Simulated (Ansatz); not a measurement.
From three elastic constants to directional properties of AlAs

All numbers below come from Ansatz 0.2.0, DFT LDA, scalar-relativistic, plane waves, PAW. Cutoff 420 eV, 8×8×8 k-points (Γ-centred), fixed occupations. No spin polarisation.

The cell is fixed (symmetry leaves no force on the atoms) and stands under -0.1 GPa:
```yaml
crystal:
  lattice:
    - [0.00000, 2.81530, 2.81530]
    - [2.81530, 0.00000, 2.81530]
    - [2.81530, 2.81530, 0.00000]
  atoms:
    - { symbol: Al, position: [0.00000, 0.00000, 0.00000] }
    - { symbol: As, position: [0.25000, 0.25000, 0.25000] }
```

The cell is the ideal cubic zincblende prototype.

With ions relaxed, on the cubic axes: C11 = 112.4, C12 = 56.8, C44 = 53.8 GPa. The density is 3.792 g/cm³. Zone-centre modes weren't checked beside this run.

Problem. Is the crystal stable against strain, and how anisotropic is it?

Solution. Born's conditions hold: C11 + 2C12 = 226.0, C11 − C12 = 55.6 and C44 = 53.8 GPa are all positive. B = (C11 + 2C12)/3 = 75.3 GPa. The two shear moduli are C44 and C′ = (C11 − C12)/2 = 27.8 GPa, so Zener's ratio is A = C44/C′ = 1.94: the tetragonal shear C′ is the soft one, as in many fcc and bcc metals and zincblende crystals. The Cauchy pressure C12 − C44 is 3.0 GPa; it would vanish for pair forces between atoms on inversion centres at zero pressure, and here it is small.

Problem. Give the sound speeds along the three symmetry directions.

Solution. The Christoffel equation gives ρv² for each branch:
| direction | branch | ρv² | GPa | v (m/s) |
| --- | --- | --- | --- | --- |
| [100] | L | C11 | 112.4 | 5445 |
| [100] | T (×2) | C44 | 53.8 | 3768 |
| [110] | L | (C11 + C12 + 2C44)/2 | 138.4 | 6042 |
| [110] | T, u ∥ [001] | C44 | 53.8 | 3768 |
| [110] | T, u ∥ [1-10] | (C11 − C12)/2 | 27.8 | 2708 |
| [111] | L | (C11 + 2C12 + 4C44)/3 | 147.1 | 6229 |
| [111] | T (×2) | (C11 − C12 + C44)/3 | 36.5 | 3102 |

In a piezoelectric crystal some branches stiffen further, which is left out.

Problem. How does Young's modulus depend on direction?

Solution. Inverting gives S11 = 13.459, S12 = -4.517, S44 = 18.577 TPa⁻¹. Along a unit vector (l, m, n), 1/E = S11 − 2(S11 − S12 − S44/2)(l²m² + m²n² + n²l²), where the last bracket is 0, 1/4 and 1/3 for [100], [110] and [111]: E = 74, 110 and 130 GPa. With A > 1 the body diagonal is stiffest. For a film on (001), the biaxial modulus is C11 + C12 − 2C12²/C11 = 112 GPa and the normal strain is −2C12/C11 = -1.01 times the in-plane one.

Cost: 1 run of about 1.8 core-minutes, on Arm Neoverse N1 (shared hosts).

AlAs resists uniform compression much more strongly than tetragonal shear, and the slowest listed sound wave, at 2708 m/s, is the one governed by C′. The anisotropy follows from the tetrahedral sp³ network. Every bond lies along a body diagonal, so a volume-conserving tetragonal strain leaves bond lengths unchanged to first order and is resisted mainly by bond-angle forces. The shear measured by C44 also stretches and compresses bonds, although relative displacement of the two sublattices relieves part of that cost. Pulling along [111] loads one set of bonds directly, hence the largest Young's modulus there.

The small Cauchy pressure is no evidence of central forces, since neither atom in zincblende sits on an inversion centre. Nearest-neighbour central forces alone would leave C′ without stiffness in an unstressed crystal, so its clearly finite value points to directional covalent bonding. The positive Born combinations establish stability against small homogeneous strains, but not against short-wavelength phonons.
